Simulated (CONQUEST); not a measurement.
# BN: equation of state with PBE

BN:

```
N B
1.0
     2.55394    0.00000    0.00000
     0.00000    4.22685    0.00000
     0.00000    0.00000    4.42355
N B
4 4
Direct
  0.00000 0.12528 0.66667
  0.50000 0.12528 0.16667
  0.00000 0.62528 0.33333
  0.50000 0.62528 0.83333
  0.00000 0.49972 0.66667
  0.50000 0.49972 0.16667
  0.00000 0.99972 0.33333
  0.50000 0.99972 0.83333
```

Measurements of this composition are mostly on another form, of space group No. 194.

```yaml
Program: CONQUEST 1.3
Task: equation of state
Functional: PBE
Potentials_or_basis: PseudoDojo NC PBE, DZP, grid of 32 × 48 × 48 points
k_mesh: 9 × 5 × 5
Occupations: fermi-dirac, width 0.05 eV
Spin: no spin polarisation
```

- Equilibrium volume: 5.99 Å³/atom
- Bulk modulus at fixed shape and positions: 368 GPa
- Pressure derivative of the bulk modulus: 4.4 (rough: it moves with the points fitted)

Energy against volume, from the lowest point:
| volume (Å³/atom) | energy (meV/atom) |
| --- | --- |
| 5.611 | 30.92 |
| 5.730 | 13.88 |
| 5.850 | 3.89 |
| 5.969 | 0.00 |
| 6.088 | 1.79 |
| 6.208 | 8.40 |
| 6.327 | 19.72 |

All runs of the series together: 11 min on 1 thread of AMD EPYC 9R45 96-Core Processor (Zen 5) (shared host).

Caveat: the DZP basis gives volumes some 2 % larger than converged bases do, and moduli off by several per cent; the cell was scaled at fixed shape and fractional positions, which overstates the stiffness of a crystal with free parameters, most of all of layers and chains; the basis of atomic orbitals isn't converged, which shifts pressures, moduli and gaps.
